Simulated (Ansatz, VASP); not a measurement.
One calculation of SiO2, two programs

```xyz
9
Lattice="5.0387 0.0000 0.0000 -2.5193 4.3636 0.0000 0.0000 0.0000 5.5249" Properties=species:S:1:pos:R:3 pbc="T T T"
Si   -1.2597    2.1818    1.8416
Si    1.2597    2.1818    3.6832
Si    2.5193    0.0000    0.0000
O     0.9488    3.4569    4.6040
O     2.5193    2.5501    2.7624
O     3.4681    0.9068    0.9208
O     1.5706    0.9068    4.6040
O     0.0000    1.8136    2.7624
O    -0.9488    3.4569    0.9208
```

Alike in both runs: functional LDA; k mesh 6 × 6 × 4; occupations gaussian, width 0.02 eV; no spin polarisation.

Ansatz relaxed the structure, and its values are those at the end. VASP's run is a single point on that final structure, the one shown.

|  | VASP | Ansatz |
| --- | --- | --- |
| version | VASP 6.6.1 | Ansatz 0.2.0 |
| potentials or method | VASP PAW LDA potentials, release 64 (Si, O) | scalar-relativistic, plane waves, PAW |
| plane-wave cutoff (eV) | 520 | 420 |
| valence electrons in the cell | 48 | 48 |

```tsv
	VASP	Ansatz	Ansatz less VASP
gap on the k mesh at the Fermi level (eV)	5.49	5.50	+0.003
least direct gap on the mesh (eV)	5.68	5.68	-0.001
pressure (GPa)	0.6	0.0	-0.59
rms of the force components (eV/Å)	0.004	0.000	-0.0036
```

A k mesh can miss the band edges. As with any semilocal functional, this LDA gap is likely too small.
